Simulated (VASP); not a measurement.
# CuI (Marshite) (F-43m) in VASP: further runs

Runs on CuI (Marshite). Level: PBE. Tasks: relaxation of the atoms.

Everything below comes from runs of VASP 6.6.1. Logs are shortened: lines on timing, memory, paths and dates and some standing lists are left out, and cuts for length are marked.

## (1) The undisturbed crystal

Symmetry: F-43m, No. 216, cubic system. The conventional cell has a = 6.063 Å, b = 6.063 Å, c = 6.063 Å, α = 90.00°, β = 90.00°, γ = 90.00°. Around Cu (site symmetry -43m) lie 4 I at 2.63 Å. Around I (site symmetry -43m) lie 4 Cu at 2.63 Å.

## (2) Relaxation of the atoms, PBE (a relaxed cell with its volume scaled by 0.96)

INCAR

```
SYSTEM = CuI
PREC = Accurate
ENCUT = 600
EDIFF = 1E-7
ISMEAR = 0
SIGMA = 0.03
LREAL = .FALSE.
LASPH = .TRUE.
NELM = 80
ALGO = Fast
ISIF = 2
LWAVE = .FALSE.
LCHARG = .FALSE.
GGA = PE
IBRION = 2
NSW = 40
EDIFFG = -0.01
```

KPOINTS

```
Automatic mesh
0
G
  8 8 8
  0 0 0
```

POSCAR

```
CuI                                     
1.0
    0.0000000000      2.9987448171      2.9987448171
    2.9987448171      0.0000000000      2.9987448171
    2.9987448171      2.9987448171      0.0000000000
  Cu              I             
     1     1
Direct
     0.2500000000000000    0.2500000000000000    0.2500000000000000
     0.0000000000000000    0.0000000000000000    0.0000000000000000
```

Potentials or basis: VASP PAW PBE potentials, release 64 (Cu, I).

Command:

```
cat potpaw_PBE.64/Cu/POTCAR potpaw_PBE.64/I/POTCAR > POTCAR
mpirun -np 1 vasp_std > vasp.out
```

OUTCAR:

```text
SYSTEM = CuI
   PREC = Accurate
   ENCUT = 600
   EDIFF = 1E-7
   ISMEAR = 0
   LREAL = .FALSE.
   LASPH = .TRUE.
   NELM = 80
   ISIF = 2
   GGA = PE
   IBRION = 2
   NSW = 40
   EDIFFG = -0.01

 ion  position               nearest neighbor table
   1  0.250  0.250  0.250-   2 2.60   2 2.60   2 2.60   2 2.60
   2  0.000  0.000  0.000-   1 2.60   1 2.60   1 2.60   1 2.60

  LATTYP: Found a face centered cubic cell.
 ALAT       =     5.9974896342

  Lattice vectors:

 A1 = (   0.0000000000,   2.9987448171,   2.9987448171)
 A2 = (   2.9987448171,   0.0000000000,   2.9987448171)
 A3 = (   2.9987448171,   2.9987448171,   0.0000000000)

Analysis of symmetry for initial positions (statically):
=====================================================================
 Subroutine PRICEL returns:
 Original cell was already a primitive cell.

 Routine SETGRP: Setting up the symmetry group for a
 face centered cubic supercell.

 Subroutine GETGRP returns: Found 24 space group operations
 (whereof 24 operations were pure point group operations)
 out of a pool of 48 trial point group operations.

The static configuration has the point symmetry T_d .

Analysis of symmetry for dynamics (positions and initial velocities):
=====================================================================
 Subroutine PRICEL returns:
 Original cell was already a primitive cell.

 Routine SETGRP: Setting up the symmetry group for a
 face centered cubic supercell.

 Subroutine GETGRP returns: Found 24 space group operations
 (whereof 24 operations were pure point group operations)
 out of a pool of 48 trial point group operations.

The dynamic configuration has the point symmetry T_d .

 Subroutine INISYM returns: Found 24 space group operations
 (whereof 24 operations are pure point group operations),
 and found     1 'primitive' translations

----------------------------------------------------------------------------------------

                                     Primitive cell

  volume of cell :      53.9322

  direct lattice vectors                    reciprocal lattice vectors
     0.000000000  2.998744817  2.998744817    -0.166736428  0.166736428  0.166736428
     2.998744817  0.000000000  2.998744817     0.166736428 -0.166736428  0.166736428
     2.998744817  2.998744817  0.000000000     0.166736428  0.166736428 -0.166736428

  length of vectors
     4.240865590  4.240865590  4.240865590     0.288795965  0.288795965  0.288795965

[... 88 lines left out ...]
   POTIM  = 0.5000    time-step for ionic-motion
   TEBEG  =    0.0;   TEEND  =   0.0 temperature during run
   PSTRESS=    0.0 pullay stress
   NELECT =      18.0000    total number of electrons
   NUPDOWN=      -1.0000    fix difference up-down
   EMIN   =  10.00;   EMAX   =-10.00  energy-range for DOS
   EFERMI =   0.00;   METHOD = LEGACY
   ISMEAR =     0;   SIGMA  =   0.03  broadening in eV -4-tet -1-fermi 0-gaus
   EFERMI_NEDOS =   21; number of points for ismear=-14 and -15
   IALGO  =     68    algorithm
   IMIX   =      4    mixing-type and parameters
     AMIX     =   0.40;   BMIX     =  1.00
     AMIX_MAG =   1.60;   BMIX_MAG =  1.00
  volume/ion in A,a.u.               =      26.97       181.98
  Fermi-wavevector in a.u.,A,eV,Ry     =   1.135576  2.145927 17.545156  1.289533
  Thomas-Fermi vector in A             =   2.272281
   LORBIT       =      0    0 simple, 1 ext, 2 COOP (PROOUT), +10 PAW based schemes
   GGA     = PE    functional components
   LHFCALC =     F    Hartree Fock is set to
   AEXX    =    0.0000 exact exchange contribution
   IVDW    =     0    specifies the selected vdW correction
   LEPSILON=     F    determine dielectric tensor
   LRPA    =     F    only Hartree local field effects (RPA)
 conjugate gradient relaxation of ions
 non-spin polarized calculation
 RMM-DIIS sequential band-by-band and
 Gauss-broadening in eV      SIGMA  =   0.03
  energy-cutoff  :      600.00
  volume of cell :       53.93
 maximum number of plane-waves:      1826
 NGX is ok and might be reduce to    36
   NGX = 17   NGY = 17   NGZ = 17

 number of electron      17.9999994 magnetization

 Free energy of the ion-electron system (eV)
  ---------------------------------------------------
  ext. energy  EPLUGINS =         0.00000000
  ---------------------------------------------------
  free energy    TOTEN  =        -5.54994704 eV

  energy without entropy =       -5.54994704  energy(sigma->0) =       -5.54994704

 E-fermi :   4.9635     XC(G=0):  -9.0889

 val. band max:        4.7877971948   @ k =   0.0000   0.0000   0.0000
 cond. band min:       6.0203594530   @ k =   0.0000   0.0000   0.0000
 fundamental gap:      1.2325622582
 Fermi energy:         4.9635343650

 k-point     1 :       0.0000    0.0000    0.0000
  band No.  band energies     occupation
      1      -9.3961      2.00000
      2       0.9999      2.00000
      3       0.9999      2.00000
      4       0.9999      2.00000
      5       2.7990      2.00000
      6       2.7990      2.00000
      7       4.7878      2.00000
      8       4.7878      2.00000
      9       4.7878      2.00000
     10       6.0204      0.00000
     11       9.6245      0.00000
     12       9.6245      0.00000
     13       9.6245      0.00000
[... 354 lines left out ...]
  band No.  band energies     occupation
      1      -8.6945      2.00000
      2      -0.7213      2.00000
      3       0.4536      2.00000
      4       0.9850      2.00000
      5       2.7305      2.00000
      6       2.8104      2.00000
      7       2.9319      2.00000
      8       3.3878      2.00000
      9       3.7072      2.00000
     10       8.3524      0.00000
     11       9.4234      0.00000
     12      11.0484      0.00000
     13      12.2704      0.00000

 [... further k-points ...]
[... 5 lines left out ...]
  --------------------------------------------------------------------------------------
  -------------------------------------------------------------------------------------
  Total        0.6115204      0.6115204      0.6115204      0.0000000      0.0000000     -0.0000000
  in kB       18.1665721     18.1665721     18.1665721      0.0000000      0.0000000     -0.0000000
  external PRESSURE =      18.1665721 kB  Pullay stress =       0.0000000 kB

 VOLUME and BASIS-vectors are now :
 -----------------------------------------------------------------------------
  energy-cutoff  :      600.00
  volume of cell :       53.93
      direct lattice vectors                 reciprocal lattice vectors
     0.000000000  2.998744817  2.998744817    -0.166736428  0.166736428  0.166736428
     2.998744817  0.000000000  2.998744817     0.166736428 -0.166736428  0.166736428
     2.998744817  2.998744817  0.000000000     0.166736428  0.166736428 -0.166736428

 POSITION                                       TOTAL-FORCE (eV/Angst)
 -----------------------------------------------------------------------------------
      1.49937      1.49937      1.49937         0.000000     -0.000000      0.000000
      0.00000      0.00000      0.00000        -0.000000      0.000000     -0.000000
 -----------------------------------------------------------------------------------
    total drift:                                0.000001      0.000001      0.000001

  FREE ENERGIE OF THE ION-ELECTRON SYSTEM (eV)
  ---------------------------------------------------
  free  energy   TOTEN  =        -5.5499470443 eV

  energy  without entropy=       -5.5499470443  energy(sigma->0) =       -5.54994704

 reached required accuracy - stopping structural energy minimisation
```

OSZICAR:

```text
N       E                     dE             d eps       ncg     rms          rms(c)
DAV:   1     0.103377750073E+03    0.10338E+03   -0.84315E+03   754   0.165E+03
DAV:   2     0.161762192030E+01   -0.10176E+03   -0.95716E+02   779   0.284E+02
DAV:   3    -0.555020883355E+01   -0.71678E+01   -0.69556E+01  1021   0.826E+01
DAV:   4    -0.577693466061E+01   -0.22673E+00   -0.22651E+00   855   0.127E+01
DAV:   5    -0.578731859826E+01   -0.10384E-01   -0.10384E-01  1080   0.322E+00    0.555E+00
RMM:   6    -0.566430296967E+01    0.12302E+00   -0.32089E+00   755   0.334E+01    0.345E+00
RMM:   7    -0.554724937217E+01    0.11705E+00   -0.72218E-01   780   0.181E+01    0.178E+00
RMM:   8    -0.554943901241E+01   -0.21896E-02   -0.58196E-02   887   0.202E+00    0.136E-01
RMM:   9    -0.554978711627E+01   -0.34810E-03   -0.50742E-03   859   0.733E-01    0.578E-02
RMM:  10    -0.554991731129E+01   -0.13020E-03   -0.11333E-03   918   0.325E-01    0.260E-02
RMM:  11    -0.554994400608E+01   -0.26695E-04   -0.19126E-04   976   0.139E-01    0.132E-02
RMM:  12    -0.554994701047E+01   -0.30044E-05   -0.23613E-05   950   0.518E-02    0.439E-03
RMM:  13    -0.554994695740E+01    0.53070E-07   -0.37512E-06   807   0.301E-02    0.249E-03
RMM:  14    -0.554994700204E+01   -0.44638E-07   -0.18646E-06   842   0.158E-02    0.512E-04
RMM:  15    -0.554994704428E+01   -0.42242E-07   -0.24304E-07   541   0.585E-03
   1 F= -.55499470E+01 E0= -.55499470E+01  d E =-.554995E+01
```

CONTCAR:

```text
CuI
   1.00000000000000
     0.0000000000000000    2.9987448171000000    2.9987448171000000
     2.9987448171000000    0.0000000000000000    2.9987448171000000
     2.9987448171000000    2.9987448171000000    0.0000000000000000
  Cu              I
     1     1
Direct
     0.2500000000000000    0.2500000000000000    0.2500000000000000
     0.0000000000000000    0.0000000000000000    0.0000000000000000

  0.00000000E+00  0.00000000E+00  0.00000000E+00
  0.00000000E+00  0.00000000E+00  0.00000000E+00
```

Wall time 13 s (1 thread of Intel Xeon 6975P-C (Granite Rapids), shared host); peak memory 0.21 GiB.

Results:

```
Free energy             : -5.5499 eV
Pressure after relaxing : 1.8 GPa
Band gap on the k mesh  : 1.23 eV, direct
```

Final structure:
```
CELL_PARAMETERS angstrom
0.00000 2.99874 2.99874
2.99874 0.00000 2.99874
2.99874 2.99874 0.00000
ATOMIC_POSITIONS crystal
Cu 0.25000 0.25000 0.25000
I 0.00000 0.00000 0.00000
```

Caveat: the relaxation stopped at its first step, so nothing moved; spin-orbit coupling is left out, which moves the levels of the heavy elements.

(Continued in part 2 of 2.)
